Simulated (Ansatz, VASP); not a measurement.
## WC in VASP and in Ansatz

```
CELL_PARAMETERS angstrom
2.72708 0.00000 0.00000
0.00000 2.72708 0.00000
0.00000 0.00000 2.72708
ATOMIC_POSITIONS crystal
W 0.00000 0.00000 0.00000
C 0.50000 0.50000 0.50000
```

Measurements of this composition are mostly on another form, of space group No. 187.

Alike in both runs: task single point; functional PBE; k mesh 15 × 15 × 15; occupations fermi-dirac, width 0.08 eV; no spin polarisation.

```csv
,VASP,Ansatz
version,VASP 6.6.1,Ansatz 0.2.0
potentials or method,"VASP PAW PBE potentials, release 64 (W_sv, C), cutoff 520 eV","all-electron LAPW, scalar-relativistic"
```

|  | VASP | Ansatz | Ansatz less VASP |
| --- | --- | --- | --- |
| pressure (GPa) | 1.3 | 0.2 | -1.14 |

Ansatz ran all-electron here, so the differences hold the error of VASP's frozen core and of both bases.

Spin-orbit coupling is left out, which matters for the levels of W.
